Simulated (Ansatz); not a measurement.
**SnSe: single point with HSE06 form with a typed share of exact exchange**

SnSe:

```xyz
2
Lattice="0.0000 3.0100 3.0100 3.0100 0.0000 3.0100 3.0100 3.0100 0.0000" Properties=species:S:1:pos:R:3 pbc="T T T"
Sn    0.0000    0.0000    0.0000
Se    3.0100    3.0100    3.0100
```

Measurements of this composition are mostly on another form, of space group No. 62.

```
Program             : Ansatz 0.2.0
Task                : single point
Functional          : HSE06 form with a typed share of exact exchange
Potentials or basis : Ansatz PAW
Cutoff              : 420 eV (not typed: the program's choice for these potentials)
k mesh              : 4 × 4 × 4
Occupations         : fermi-dirac, width 0.05 eV
Spin                : no spin polarisation
```

```yaml
Pressure: -1.8 GPa
Band_gap_on_the_k_mesh: 0.49 eV, direct
```

Levels at points of the mesh, in eV from the valence-band top:
```csv
k point,band 11,band 12,band 13,band 14,band 15,band 16,band 17,band 18,band 19
"(0.00, 0.00, 0.00)",-15.69,-5.66,-2.84,-2.84,-2.84,4.80,4.80,4.80,6.20
"(0.00, 0.00, -0.50)",-14.64,-9.23,-2.60,-2.60,0.00,0.49,1.39,1.39,8.71
"(0.00, -0.50, -0.50)",-14.33,-6.79,-6.47,-4.43,-4.43,3.16,5.92,5.92,6.57
```

It took 9.1 s on 2 threads of Intel(R) Xeon(R) 6975P-C (Granite Rapids), on a shared host, peak memory 0.85 GiB.

Caveat: the k mesh is coarse (spacing up to 0.45 Å⁻¹), so the values aren't converged, least of all with exact exchange; spin-orbit coupling is left out, which moves the levels of the heavy elements; the PAW data sets come from PBE, with cores solved anew for the run's functional, which leaves a small shift of forces and pressure; the thresholds are loose for stress. A k mesh can miss the band edges.
